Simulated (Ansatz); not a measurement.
Input and command of a plane-wave DFT calculation in Ansatz:

```yaml
crystal:
  lattice:
    - [3.3471056509, 0.0, 0.0]
    - [-1.6735528254, 2.7593189784, 0.0]
    - [0.0, 0.0, 5.1907367509]
  atoms:
    - { symbol: Ga, position: [0.6672545315, 0.3344584269, 0.4983744754] }
    - { symbol: Ga, position: [0.3327454685, 0.6655415731, 0.9983744754] }
    - { symbol: "N", position: [0.6693178477, 0.3384344998, 0.8766255246] }
    - { symbol: "N", position: [0.3306821523, 0.6615655002, 0.3766255246] }
basis:
  ecutwfc: 420
kpoints:
  mp_grid: { grid: [12, 12, 6] }
hamiltonian:
  xc: pbe
scf:
  occupations: { method: gaussian, width: 0.02 }
output:
  forces: true
  stress: true
  eigenvalues: true
relax:
  adjacent_minimum: "off"
  f_tol: 0.008
  max_steps: 40
  cell: { stress_tol: 0.015, fix: [a, angles] }
```

```bash
ansatz run input.yaml --threads 1 --pin off --max-ram 2560MiB --backend cpu --events-out ev --progress --plain --runs-dir out
```

Processor: Intel(R) Xeon(R) 6975P-C (Granite Rapids), 1 thread, on a host shared with other jobs.

Estimate time, memory and problem size.

About 90 s on 1 thread of Intel(R) Xeon(R) 6975P-C (Granite Rapids), with other jobs on the host, peak memory 0.65 GiB. It solves 22 bands at 296 k points (the mesh reduced by symmetry) with about 945 plane waves (on the last cell), in 37 SCF iterations over 7 ionic steps.
